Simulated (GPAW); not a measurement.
A run of GPAW 26.7.0 is set up as follows.

Contents of run.py:

```python
from ase import Atoms
from ase.dft.bandgap import bandgap
from ase.io import write
from ase.units import GPa
from gpaw import GPAW, PW

atoms = Atoms(['Mn', 'S'],
              cell=[[0.0, 2.6045, 2.6045],
                    [2.6045, 0.0, 2.6045],
                    [2.6045, 2.6045, 0.0]],
              scaled_positions=[[0.0, 0.0, 0.0],
                                [0.5, 0.5, 0.5]],
              pbc=True)
atoms.set_initial_magnetic_moments([5.0, 0.0])

calc = GPAW(mode=PW(450),
            xc='PBE',
            kpts={'size': (7, 7, 7), 'gamma': True},
            occupations={'name': 'fermi-dirac', 'width': 0.05},
            nbands=21,
            maxiter=120,
            txt='gpaw.txt')
atoms.calc = calc
energy = atoms.get_potential_energy()
forces = atoms.get_forces()
stress = atoms.get_stress()
calc.write('gs.gpw')
write('result.traj', atoms)
print(f'Energy: {energy:.6f} eV')
print('Forces (eV/A):')
print(forces.round(4))
print('Stress (GPa):', (stress / GPa).round(3))
print('Moments:', calc.get_magnetic_moments().round(3))
print('Fermi level:', round(calc.get_fermi_level(), 4), 'eV')
print(f'Gap: {bandgap(calc)[0]:.4f} eV, direct: {bandgap(calc, direct=True)[0]:.4f} eV')
```

Potentials or basis: GPAW PAW data sets (gpaw-data 1.2.1), pw.

Run with:

```bash
$ OMP_NUM_THREADS=1 python run.py
```

Estimate the site moments.

Mn +4.14; S +0.10 μB.

Predict the net moment.

4.67 μB per cell.

What does it give for the pressure?

-3.5 GPa.

Caveat: the cutoff is short for stress and forces, so pressures can be off by a GPa or more; a cell with one magnetic atom can't hold antiferromagnetic order, which such compounds often take; semilocal functionals often make such compounds metallic where correlation or magnetic order opens a gap, which also shifts bond lengths.
